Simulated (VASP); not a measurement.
# RbBr (Fm-3m) in VASP: settings compared, part 3 of 3

VASP 6.6.1. Earlier steps stand in the parts before.

### Step 6. Dielectric tensor, PBEsol

This run uses another cell than the first one, of 40.20 Å³/atom, 0.971 times its volume.

The input, INCAR:

```
PREC = Accurate
ENCUT = 600
EDIFF = 1E-8
ISMEAR = 0
SIGMA = 0.03
LREAL = False
LASPH = True
NELM = 80
ALGO = Normal
ISIF = 2
LWAVE = False
LCHARG = False
GGA = PS
LEPSILON = True
```

The input, KPOINTS:

```
regular mesh
0
Monkhorst-Pack
  12 12 12
```

The input, POSCAR:

```
RbBr                                    
1.0
   -0.0000000000      3.4256499358      3.4256499358
    3.4256499358     -0.0000000000      3.4256499358
    3.4256499358      3.4256499358      0.0000000000
  Rb              Br            
     1     1
Direct
     0.0000000000000000    0.0000000000000000    0.0000000000000000
     0.5000000000000000    0.5000000000000000    0.5000000000000000
```

Potentials or basis: VASP PAW PBE potentials, release 64 (Rb_sv, Br).

The run is started by

```console
> cat potpaw_PBE.64/Rb_sv/POTCAR potpaw_PBE.64/Br/POTCAR > POTCAR
> mpirun -np 1 vasp_std > vasp.out
```

OUTCAR:

```text
PREC = Accurate
   ENCUT = 600
   EDIFF = 1E-8
   ISMEAR = 0
   LREAL = False
   LASPH = True
   NELM = 80
   ISIF = 2
   GGA = PS
   LEPSILON = True

 ion  position               nearest neighbor table
   1  0.000  0.000  0.000-   2 3.43   2 3.43   2 3.43   2 3.43   2 3.43   2 3.43
   2  0.500  0.500  0.500-   1 3.43   1 3.43   1 3.43   1 3.43   1 3.43   1 3.43

  LATTYP: Found a face centered cubic cell.
 ALAT       =     6.8512998716

  Lattice vectors:

 A1 = (   0.0000000000,   3.4256499358,   3.4256499358)
 A2 = (   3.4256499358,   0.0000000000,   3.4256499358)
 A3 = (   3.4256499358,   3.4256499358,   0.0000000000)

Analysis of symmetry for initial positions (statically):
=====================================================================
 Subroutine PRICEL returns:
 Original cell was already a primitive cell.

 Routine SETGRP: Setting up the symmetry group for a
 face centered cubic supercell.

 Subroutine GETGRP returns: Found 48 space group operations
 (whereof 48 operations were pure point group operations)
 out of a pool of 48 trial point group operations.
[... 580 lines left out ...]
  ---------------------------------------------------
  ---------------------------------------------------
  free energy    TOTEN  =        -0.40402865 eV

  energy without entropy =       -0.40402865

------------------------ aborting loop because EDIFF is reached ----------------------------------------

 PIEZOELECTRIC TENSOR FIELD DIRECTION 3  (e Angst)
 -----------------------------------------------------------------------------
    -0.00015  0.00000  0.00000           (  0.00000  0.00000 -0.00000)
     0.00000 -0.00015 -0.00000           (  0.00000  0.00000  0.00000)
    -0.00000  0.00000 -0.00035           ( -0.00000  0.00000  0.00000)

 PIEZOELECTRIC TENSOR FIELD DIRECTION 3  (C/m^2)
 -----------------------------------------------------------------------------
    -0.00003  0.00000  0.00000
     0.00000 -0.00003 -0.00000
    -0.00000  0.00000 -0.00007

 MACROSCOPIC STATIC DIELECTRIC TENSOR (including local field effects in DFT)
 ------------------------------------------------------
           2.584427    -0.000000    -0.000000
           0.000000     2.584427    -0.000000
          -0.000000    -0.000000     2.584427
 ------------------------------------------------------

 PIEZOELECTRIC TENSOR (including local field effects)  for field in x, y, z        (e  Angst)
          XX          YY          ZZ          XY          YZ          ZX
  --------------------------------------------------------------------------------
  x     0.00000     0.00000     0.00000     0.00000     0.00000     0.00000
  y     0.00000     0.00000     0.00000     0.00000     0.00000     0.00000
  z     0.00000     0.00000     0.00000     0.00000     0.00000     0.00000

 PIEZOELECTRIC TENSOR (including local field effects)  for field in x, y, z        (C/m^2)
          XX          YY          ZZ          XY          YZ          ZX
  --------------------------------------------------------------------------------
  x     0.00000     0.00000     0.00000     0.00000     0.00000     0.00000
  y     0.00000     0.00000     0.00000     0.00000     0.00000     0.00000
  z     0.00000     0.00000     0.00000     0.00000     0.00000     0.00000

 BORN EFFECTIVE CHARGES (including local field effects) (in |e|, cummulative output)
 ---------------------------------------------------------------------------------
 ion    1
    1     1.15637     0.00000     0.00000
    2     0.00000     1.15637     0.00000
    3     0.00000     0.00000     1.15637
 ion    2
    1    -1.15637     0.00000     0.00000
    2     0.00000    -1.15637     0.00000
    3     0.00000     0.00000    -1.15637
```

OSZICAR:

```text
N       E                     dE             d eps       ncg     rms          rms(c)
DAV:   1     0.978990032749E+02    0.97899E+02   -0.73314E+03  4368   0.128E+03
DAV:   2     0.144392162719E+00   -0.97755E+02   -0.91120E+02  6352   0.198E+02
[... 12 lines left out ...]
RMM:   9    -0.404033773944E+00   -0.56330E-04   -0.28353E-05 27080   0.715E-03    0.577E-04
RMM:  10    -0.404034155268E+00   -0.38132E-06   -0.20442E-05 27557   0.311E-03    0.444E-04
RMM:  11    -0.404027596032E+00    0.65592E-05   -0.47508E-06 27779   0.155E-03    0.134E-04
RMM:  12    -0.404029634388E+00   -0.20384E-05   -0.38918E-06 28674   0.731E-04    0.624E-05
RMM:  13    -0.404029111197E+00    0.52319E-06   -0.11661E-06 26148   0.393E-04    0.412E-05
RMM:  14    -0.404028806986E+00    0.30421E-06   -0.64613E-07 22006   0.268E-04    0.211E-05
RMM:  15    -0.404028653236E+00    0.15375E-06   -0.85445E-08 17982   0.218E-04    0.552E-06
```

stdout:

```text
POSCAR found type information on POSCAR RbBr
 POSCAR found :  2 types and       2 ions
 scaLAPACK will be used
 -----------------------------------------------------------------------------
|                                                                             |
[... 46 lines left out ...]
 dielectric tensor                  component  3 :     0.001    -0.087     2.693
 Linear response to external field, progress :
  Direction:   1
 dielectric tensor                  component  1 :     2.584     0.012    -0.012
 Linear response to external field, progress :
  Direction:   2
 dielectric tensor                  component  2 :     0.012     2.584    -0.012
 Linear response to external field, progress :
  Direction:   3
 dielectric tensor                  component  3 :     0.019    -0.019     2.584
 Born effective charges drift removed
```

Run time: 77 min. Hardware: 1 thread of Intel Xeon Platinum 8488C (Sapphire Rapids), shared host; peak memory 1.4 GiB.

Results:

```
Electronic dielectric tensor (diagonal) : 2.58
Born charges (mean of the diagonal)     : Rb +1.16; Br -1.16 e
```

Levels at points of the mesh, in eV from the valence-band top:
```csv
k point,band 5,band 6,band 7,band 8,band 9,band 10,band 11,band 12
"(0.04, 0.04, 0.04)",-8.43,-0.02,0.00,0.00,4.27,7.19,7.23,7.23
```

Electronic dielectric tensor:
```
2.58 0.00 0.00
0.00 2.58 0.00
0.00 0.00 2.58
```

Born effective charge tensors (e):
atom 1, Rb
```
1.16 0.00 0.00
0.00 1.16 0.00
0.00 0.00 1.16
```
atom 2, Br
```
-1.16  0.00  0.00
 0.00 -1.16  0.00
 0.00  0.00 -1.16
```

Caveat: the PAW data sets were made with another functional, which shifts forces and pressure a little.
